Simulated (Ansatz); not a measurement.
## The perfect armchair MoS2 nanoribbon (N = 6, bare edges)

What gap, if any, does the armchair MoS2 nanoribbon (N = 6, bare edges) have, and how does it change under strain?

Main program and level: Ansatz 0.2.0; DFT PBE, plane waves, PAW; relaxation of a wire's period, in the first sound run; inputs show where later runs differ.

This is a report of a sequence of runs, with most program output left out.

**1. The starting structure**

The cell holds 18 atoms: 6 Mo and 12 S. Its edges and angles: a = 14.950 Å, b = 10.120 Å, c = 5.508 Å, α = 90.0°, β = 90.0°, γ = 90.0°. Vacuum lies along a and b. The structure's axis is c.

**2. Relaxing the period**

Band widths follow the bond lengths, so the wire is relaxed first. The atoms and the third cell vector are free; the box across stays fixed as vacuum. Moments are seeded so that a magnetic state can form if it lies lower. A Fermi-Dirac smearing is set since the result may be a metal. The pressure printed is a third of the stress's trace over the whole box, vacuum included; only the stress along the axis is relaxed.

The input, input.yaml:

```yaml
crystal:
  lattice:
    - [14.95, 0.0, 0.0]
    - [0.0, 10.12, 0.0]
    - [0.0, 0.0, 5.5079215681]
  atoms:
    - { symbol: Mo, position: [0.234113712, 0.5, 0.0], spin: 0.3 }
    - { symbol: Mo, position: [0.446822742, 0.5, 0.0] }
    - { symbol: Mo, position: [0.659531773, 0.5, 0.0] }
    - { symbol: S, position: [0.234113712, 0.654150198, 0.333333333] }
    - { symbol: S, position: [0.234113712, 0.345849802, 0.333333333] }
    - { symbol: S, position: [0.446822742, 0.654150198, 0.333333333] }
    - { symbol: S, position: [0.446822742, 0.345849802, 0.333333333] }
    - { symbol: S, position: [0.659531773, 0.654150198, 0.333333333] }
    - { symbol: S, position: [0.659531773, 0.345849802, 0.333333333] }
    - { symbol: Mo, position: [0.340468227, 0.5, 0.5] }
    - { symbol: Mo, position: [0.553177258, 0.5, 0.5] }
    - { symbol: Mo, position: [0.765886288, 0.5, 0.5], spin: 0.3 }
    - { symbol: S, position: [0.340468227, 0.654150198, 0.833333333] }
    - { symbol: S, position: [0.340468227, 0.345849802, 0.833333333] }
    - { symbol: S, position: [0.553177258, 0.654150198, 0.833333333] }
    - { symbol: S, position: [0.553177258, 0.345849802, 0.833333333] }
    - { symbol: S, position: [0.765886288, 0.654150198, 0.833333333] }
    - { symbol: S, position: [0.765886288, 0.345849802, 0.833333333] }
magnetization:
  spin_polarized: true
kpoints:
  mp_grid: { grid: [1, 1, 15] }
scf:
  occupations: { method: fermi_dirac, width: 0.05 }
hamiltonian:
  xc: pbe
relax:
  cell: { fix: [a, b, alpha, beta, gamma] }
  max_steps: 45
  f_tol: 0.03
```

The run is started by

```bash
$ ansatz run input.yaml --threads 4 --pin off --max-ram 16384MiB --backend cpu --events-out ev --progress --plain --runs-dir out
```

It took 5 min on 4 threads of Arm Neoverse V2, shared host; peak memory 2.3 GiB; 19 min of CPU time.

The steps of the relaxation:

```
step  energy less that of the first step (eV)  largest force component (eV/Å)  pressure (GPa)  volume (Å³)
   1                                   0.0000                          1.8590           -1.22       833.32
   2                                  -0.6412                          0.7344            0.32       822.19
   3                                  -0.7027                          0.2597            0.03       823.42
   4                                  -0.7197                          0.1585            0.03       822.84
   5                                  -0.7226                          0.0635           -0.02       824.22
   6                                  -0.7237                          0.0112            0.02       823.89
  7*                                  -0.7233                          0.0112            0.02       823.89
```

Relaxation steps marked * repeat the geometry before them on a plane-wave basis chosen anew for their cell, so energy and pressure can jump there.

The run keeps the 4 symmetry operations that it works with, so distortions that break them were not tested.

```
cell as run  before  after  change
      c (Å)   5.508  5.446  -1.1 %
```

The atoms that moved most (Å, along periodic axes as changes of fractional coordinates times the final cell, across vacuum about the mean position):

```
atom      dx      dy      dz  length
 Mo1   0.173   0.000   0.107   0.203
Mo12  -0.173   0.000   0.107   0.203
 S18   0.098   0.006  -0.048   0.109
 S17   0.098  -0.006  -0.048   0.109
  S5  -0.098   0.006  -0.048   0.109
  S4  -0.098  -0.006  -0.048   0.109
Mo10  -0.092   0.000   0.048   0.104
 Mo3   0.092   0.000   0.048   0.104
```

Numbers from this step:

- energy at zero smearing: -40569.0406 eV
- cell length along the wire: 5.446 Å

The cell's length comes to 5.446 Å with no moment.

**3. Bands of the perfect wire**

This step: DFT PBE, plane waves, PAW; bands of a perfect wire (Ansatz 0.2.0).

At the relaxed period the bands are computed along the axis; those that cross an energy going forward count the channels that a perfect wire would open there.

The input, input.yaml:

```yaml
crystal:
  lattice:
    - [14.95, 0.0, 0.0]
    - [0.0, 10.12, 0.0]
    - [0.0, 0.0, 5.4455981265]
  atoms:
    - { symbol: Mo, position: [0.245679698, 0.5, 0.01956843] }
    - { symbol: Mo, position: [0.446487162, 0.5, 0.994480729] }
    - { symbol: Mo, position: [0.665677897, 0.5, 0.008887005] }
    - { symbol: S, position: [0.227560747, 0.653532647, 0.324525747] }
    - { symbol: S, position: [0.227560747, 0.346467353, 0.324525747] }
    - { symbol: S, position: [0.443734739, 0.651833664, 0.334771423] }
    - { symbol: S, position: [0.443734739, 0.348166336, 0.334771423] }
    - { symbol: S, position: [0.658451744, 0.658478972, 0.329234747] }
    - { symbol: S, position: [0.658451744, 0.341521028, 0.329234747] }
    - { symbol: Mo, position: [0.334322103, 0.5, 0.508887005] }
    - { symbol: Mo, position: [0.553512838, 0.5, 0.494480729] }
    - { symbol: Mo, position: [0.754320302, 0.5, 0.51956843] }
    - { symbol: S, position: [0.341548256, 0.658478972, 0.829234747] }
    - { symbol: S, position: [0.341548256, 0.341521028, 0.829234747] }
    - { symbol: S, position: [0.556265261, 0.651833664, 0.834771423] }
    - { symbol: S, position: [0.556265261, 0.348166336, 0.834771423] }
    - { symbol: S, position: [0.772439253, 0.653532647, 0.824525747] }
    - { symbol: S, position: [0.772439253, 0.346467353, 0.824525747] }
kpoints:
  mp_grid: { grid: [1, 1, 15] }
  band_path: { path: ["Γ", Z], npoints: 90 }
scf:
  occupations: { method: fermi_dirac, width: 0.05 }
hamiltonian:
  xc: pbe
output:
  dos: { e_range: [-5, 4] }
  write_potential: true
  write_density: true
  volumetric_format: npy
```

Run time: 2.2 min. Hardware: 4 threads; peak memory 4.1 GiB.

This step gave:

```yaml
energy_at_zero_smearing: -40569.0407 eV
band_gap: 0.4565 eV
```

The electronic bands at the labelled points (eV, zero at the Fermi level; v1 is the highest filled band, c1 the lowest empty one):

```
  point     v4     v3     v2     v1    c1    c2    c3    c4
      Γ  -0.59  -0.49  -0.39  -0.20  0.27  0.29  0.33  0.39
halfway  -0.58  -0.47  -0.43  -0.34  0.26  0.43  0.55  0.57
      Z  -0.50  -0.50  -0.45  -0.45  0.39  0.39  0.84  0.84
```

The gap is 0.456 eV, with spin left out.

On this path the gap is indirect, 0.46 eV, with the valence top at Γ and the conduction bottom between Γ and Z. The least direct gap is 0.47 eV.

**4. Strain along the wire, period over the relaxed period 0.96, k-mesh 1×1×12**

This step: DFT PBE, plane waves, PAW; relaxation at a fixed period (Ansatz 0.2.0).

The period is set to 0.96 times the relaxed one and the atoms relax within it: strain changes bond lengths and angles, which shifts the bands against each other. Against the first PBE run of this kind, the mesh along the wire has 12 points against 15.

The cell differs from the one that the last finished run ended in (c 5.446 → 5.228 Å).

input.yaml: that of step 3 with these lines changed.

```diff
@@ -4,5 +4,5 @@
     - [0.0, 10.12, 0.0]
-    - [0.0, 0.0, 5.4455981265]
+    - [0.0, 0.0, 5.2277742014]
   atoms:
-    - { symbol: Mo, position: [0.245679698, 0.5, 0.01956843] }
+    - { symbol: Mo, position: [0.245679698, 0.5, 0.01956843], spin: 0.3 }
     - { symbol: Mo, position: [0.446487162, 0.5, 0.994480729] }
@@ -17,3 +17,3 @@
     - { symbol: Mo, position: [0.553512838, 0.5, 0.494480729] }
-    - { symbol: Mo, position: [0.754320302, 0.5, 0.51956843] }
+    - { symbol: Mo, position: [0.754320302, 0.5, 0.51956843], spin: 0.3 }
     - { symbol: S, position: [0.341548256, 0.658478972, 0.829234747] }
@@ -24,4 +24,6 @@
     - { symbol: S, position: [0.772439253, 0.346467353, 0.824525747] }
+magnetization:
+  spin_polarized: true
 kpoints:
-  mp_grid: { grid: [1, 1, 15] }
+  mp_grid: { grid: [1, 1, 12] }
   band_path: { path: ["Γ", Z], npoints: 90 }
@@ -31,6 +33,6 @@
   xc: pbe
+relax:
+  max_steps: 40
+  f_tol: 0.02
 output:
-  dos: { e_range: [-5, 4] }
-  write_potential: true
-  write_density: true
-  volumetric_format: npy
+  stress: true
```

The job ended after 6.7 min (4 threads; peak memory 6.3 GiB).

The steps of the relaxation:

```
step  energy less that of the first step (eV)  largest force component (eV/Å)
   1                                   0.0000                          1.0429
   2                                  -0.1552                          0.4374
   3                                  -0.1935                          0.1905
   4                                  -0.1974                          0.1039
   5                                  -0.1989                          0.0380
   6                                  -0.1992                          0.0321
   7                                  -0.1993                          0.0019
```

The run keeps the 4 symmetry operations that it works with, so distortions that break them were not tested.

The atoms that moved most (Å):

```
atom      dx      dy      dz  length
 Mo1  -0.080   0.000  -0.066   0.103
Mo12   0.080   0.000  -0.066   0.103
  S5  -0.084   0.008   0.022   0.087
  S4  -0.084  -0.008   0.022   0.087
 S18   0.084   0.008   0.022   0.087
 S17   0.084  -0.008   0.022   0.087
  S9   0.032  -0.010   0.015   0.036
  S8   0.032   0.010   0.015   0.036
```

The relaxed structure:

```xyz
18
Lattice="14.9500 0.0000 0.0000 0.0000 10.1200 0.0000 0.0000 0.0000 5.2278" Properties=species:S:1:pos:R:3
Mo    3.5933    5.0600    0.0367
Mo    6.6679    5.0600    5.1928
Mo    9.9743    5.0600    0.0246
S     3.3177    6.6059    1.7182
S     3.3177    3.5141    1.7182
S     6.6329    6.6158    1.7605
S     6.6329    3.5042    1.7605
S     9.8754    6.6734    1.7359
S     9.8754    3.4466    1.7359
Mo    4.9757    5.0600    2.6385
Mo    8.2821    5.0600    2.5789
Mo   11.3567    5.0600    2.6506
S     5.0746    6.6734    4.3498
S     5.0746    3.4466    4.3498
S     8.3171    6.6158    4.3744
S     8.3171    3.5042    4.3744
S    11.6323    6.6059    4.3321
S    11.6323    3.5141    4.3321
```

This step gave:

| Item | Value |
| --- | --- |
| energy at zero smearing | -40568.8122 eV |
| band gap | 0.383 eV |

The gap is 0.383 eV, against 0.456 eV under PBE at the relaxed period, with no moment.

**5. Strain along the wire, period over the relaxed period 0.98, k-mesh 1×1×12**

The period is set to 0.98 times the relaxed one and the atoms relax within it: strain changes bond lengths and angles, which shifts the bands against each other. Against the first PBE run of this kind, the mesh along the wire has 12 points against 15.

The cell differs from the one that the last finished run ended in (c 5.228 → 5.337 Å).

input.yaml: that of step 4 with these lines changed.

```diff
@@ -4,3 +4,3 @@
     - [0.0, 10.12, 0.0]
-    - [0.0, 0.0, 5.2277742014]
+    - [0.0, 0.0, 5.3366861639]
   atoms:
```

Wall time 6.1 min (4 threads); peak memory 6.4 GiB; 24 min of CPU time.

Step by step:

```
step  energy less that of the first step (eV)  largest force component (eV/Å)
   1                                   0.0000                          0.4878
   2                                  -0.0337                          0.2257
   3                                  -0.0447                          0.0905
   4                                  -0.0455                          0.0532
   5                                  -0.0459                          0.0126
   6                                  -0.0459                          0.0127
```

Forces are held to the 4 operations that the run works with; a distortion that breaks them can't arise in this run.

The atoms that moved most (Å):

```
atom      dx      dy      dz  length
 Mo1  -0.037   0.000  -0.030   0.047
Mo12   0.037   0.000  -0.030   0.047
  S5  -0.039   0.003   0.011   0.041
  S4  -0.039  -0.003   0.011   0.041
 S18   0.039   0.003   0.011   0.041
 S17   0.039  -0.003   0.011   0.041
 S14  -0.013  -0.006   0.007   0.016
 S13  -0.013   0.006   0.007   0.016
```

Final coordinates:

```xyz
18
Lattice="14.9500 0.0000 0.0000 0.0000 10.1200 0.0000 0.0000 0.0000 5.3367" Properties=species:S:1:pos:R:3
Mo    3.6361    5.0600    0.0746
Mo    6.6718    5.0600    5.3032
Mo    9.9632    5.0600    0.0374
S     3.3628    6.6112    1.7426
S     3.3628    3.5088    1.7426
S     6.6334    6.6059    1.7906
S     6.6334    3.5141    1.7906
S     9.8573    6.6694    1.7643
S     9.8573    3.4506    1.7643
Mo    4.9868    5.0600    2.7057
Mo    8.2782    5.0600    2.6348
Mo   11.3139    5.0600    2.7429
S     5.0927    6.6694    4.4326
S     5.0927    3.4506    4.4326
S     8.3166    6.6059    4.4589
S     8.3166    3.5141    4.4589
S    11.5872    6.6112    4.4110
S    11.5872    3.5088    4.4110
```

The gap is 0.424 eV, against 0.456 eV under PBE at the relaxed period, with no moment.

**6. Strain along the wire, period over the relaxed period 1.02, k-mesh 1×1×11**

The period is set to 1.02 times the relaxed one and the atoms relax within it: strain changes bond lengths and angles, which shifts the bands against each other. Against the first PBE run of this kind, the mesh along the wire has 11 points against 15.

The cell differs from the one that the last finished run ended in (c 5.337 → 5.555 Å).

input.yaml: that of step 5 with these lines changed.

```diff
@@ -4,3 +4,3 @@
     - [0.0, 10.12, 0.0]
-    - [0.0, 0.0, 5.3366861639]
+    - [0.0, 0.0, 5.554510089]
   atoms:
@@ -27,3 +27,3 @@
 kpoints:
-  mp_grid: { grid: [1, 1, 12] }
+  mp_grid: { grid: [1, 1, 11] }
   band_path: { path: ["Γ", Z], npoints: 90 }
```

Elapsed: 6 min, on 4 threads; peak memory 6.7 GiB.

Relaxation path:

```
step  energy less that of the first step (eV)  largest force component (eV/Å)
   1                                   0.0000                          0.4385
   2                                  -0.0268                          0.2291
   3                                  -0.0394                          0.0813
   4                                  -0.0401                          0.0514
   5                                  -0.0404                          0.0063
```

Forces are held to the 4 operations that the run works with; a distortion that breaks them can't arise in this run.

The atoms that moved most (Å):

```
atom      dx      dy      dz  length
Mo12  -0.029   0.000   0.030   0.042
 Mo1   0.029   0.000   0.030   0.042
  S4   0.037   0.001  -0.007   0.038
  S5   0.037  -0.001  -0.007   0.038
 S17  -0.037   0.001  -0.007   0.038
 S18  -0.037  -0.001  -0.007   0.038
 Mo3  -0.010   0.000   0.007   0.013
Mo10   0.010   0.000   0.007   0.013
```

Final coordinates:

```xyz
18
Lattice="14.9500 0.0000 0.0000 0.0000 10.1200 0.0000 0.0000 0.0000 5.5545" Properties=species:S:1:pos:R:3
Mo    3.7024    5.0600    0.1389
Mo    6.6762    5.0600    5.5255
Mo    9.9414    5.0600    0.0568
S     3.4392    6.6148    1.7954
S     3.4392    3.5052    1.7954
S     6.6367    6.5866    1.8535
S     6.6367    3.5334    1.8535
S     9.8367    6.6568    1.8223
S     9.8367    3.4632    1.8223
Mo    5.0086    5.0600    2.8340
Mo    8.2738    5.0600    2.7482
Mo   11.2476    5.0600    2.9161
S     5.1133    6.6568    4.5995
S     5.1133    3.4632    4.5995
S     8.3133    6.5866    4.6308
S     8.3133    3.5334    4.6308
S    11.5108    6.6148    4.5727
S    11.5108    3.5052    4.5727
```

The gap is 0.48 eV, against 0.456 eV under PBE at the relaxed period, with no moment.

**7. Strain along the wire, period over the relaxed period 1.04, k-mesh 1×1×11**

The period is set to 1.04 times the relaxed one and the atoms relax within it: strain changes bond lengths and angles, which shifts the bands against each other. Against the first PBE run of this kind, the mesh along the wire has 11 points against 15.

The cell differs from the one that the last finished run ended in (c 5.555 → 5.663 Å).

input.yaml: that of step 6 with these lines changed.

```diff
@@ -4,3 +4,3 @@
     - [0.0, 10.12, 0.0]
-    - [0.0, 0.0, 5.554510089]
+    - [0.0, 0.0, 5.6634220515]
   atoms:
```

It took 7 min on 4 threads; peak memory 6.8 GiB; 27 min of CPU time.

Step by step:

```
step  energy less that of the first step (eV)  largest force component (eV/Å)
   1                                   0.0000                          0.8187
   2                                  -0.0930                          0.4684
   3                                  -0.1478                          0.1598
   4                                  -0.1506                          0.1039
   5                                  -0.1518                          0.0283
   6                                  -0.1513                          0.0739
   7                                  -0.1520                          0.0028
```

Relaxation step 6 was tried and not accepted.

The run keeps the 4 symmetry operations that it works with, so distortions that break them were not tested.

The atoms that moved most (Å):

```
atom      dx      dy      dz  length
 Mo1   0.059   0.000   0.061   0.085
Mo12  -0.059   0.000   0.061   0.085
  S5   0.070  -0.001  -0.013   0.071
  S4   0.070   0.001  -0.013   0.071
 S18  -0.070  -0.001  -0.013   0.071
 S17  -0.070   0.001  -0.013   0.071
 Mo3  -0.021   0.000   0.014   0.026
Mo10   0.021   0.000   0.014   0.026
```

Final coordinates:

```xyz
18
Lattice="14.9500 0.0000 0.0000 0.0000 10.1200 0.0000 0.0000 0.0000 5.6634" Properties=species:S:1:pos:R:3
Mo    3.7320    5.0600    0.1716
Mo    6.6779    5.0600    5.6335
Mo    9.9305    5.0600    0.0646
S     3.4723    6.6144    1.8250
S     3.4723    3.5056    1.8250
S     6.6386    6.5762    1.8830
S     6.6386    3.5438    1.8830
S     9.8305    6.6497    1.8522
S     9.8305    3.4703    1.8522
Mo    5.0195    5.0600    2.8963
Mo    8.2721    5.0600    2.8018
Mo   11.2180    5.0600    3.0033
S     5.1195    6.6497    4.6840
S     5.1195    3.4703    4.6840
S     8.3114    6.5762    4.7147
S     8.3114    3.5438    4.7147
S    11.4777    6.6144    4.6568
S    11.4777    3.5056    4.6568
```

The gap is 0.504 eV, against 0.456 eV under PBE at the relaxed period, with no moment.

**8. Strain along the wire, period over the relaxed period 1.06, k-mesh 1×1×11**

The period is set to 1.06 times the relaxed one and the atoms relax within it: strain changes bond lengths and angles, which shifts the bands against each other. Against the first PBE run of this kind, the mesh along the wire has 11 points against 15.

The cell differs from the one that the last finished run ended in (c 5.663 → 5.772 Å).

input.yaml: that of step 7 with these lines changed.

```diff
@@ -4,3 +4,3 @@
     - [0.0, 10.12, 0.0]
-    - [0.0, 0.0, 5.6634220515]
+    - [0.0, 0.0, 5.7723340141]
   atoms:
```

Elapsed: 7 min, on 4 threads; peak memory 6.9 GiB; 28 min of CPU time.

The gap is 0.496 eV, against 0.456 eV under PBE at the relaxed period, with no moment.

**9. Comparing the runs**

Times are for 4 threads of Arm Neoverse V2, shared host. The series side by side:

```
no.  period over the relaxed period  k-mesh  pressure (GPa)  band gap (eV)     time  memory (GiB)
  1                            0.96  1×1×12          0.7425          0.383  6.7 min           6.3
  2                            0.98  1×1×12          0.3849          0.424  6.1 min           6.4
  3                            1.02  1×1×11         -0.3227           0.48    6 min           6.7
  4                            1.04  1×1×11         -0.6270          0.504    7 min           6.8
  5                            1.06  1×1×11         -0.8997          0.496    7 min           6.9
```

**10. Outcome**

| Quantity | Value |
| --- | --- |
| cell length, PBE | 5.446 Å |
| gap, PBE | 0.456 eV |
| gap, period scaled by 0.96 | 0.383 eV |
| gap, period scaled by 0.98 | 0.424 eV |
| gap, period scaled by 1.02 | 0.48 eV |
| gap, period scaled by 1.04 | 0.504 eV |
| gap, period scaled by 1.06 | 0.496 eV |

What this shows: Under PBE the cell's length is 5.45 Å, no moment survives, and a gap of 0.46 eV makes it a semiconductor. Strain matters: under PBE the gap goes from 0.46 eV to 0.383 eV at 0.96 times the period, 0.424 eV at 0.98 times the period, 0.48 eV at 1.02 times the period, 0.504 eV at 1.04 times the period and 0.496 eV at 1.06 times the period. In the perfect wire the moments were started parallel, and no opposed start was run.

[Logs are printed without paths, hosts, clocks, repeated set-up lines and the standing remarks that a program may print on its own settings, such as how far it seeks lower states.]

[Hosts, paths, dates, database ids (printed as entryN), source tags and the programs' standing remarks are cut or masked in the printed files.]
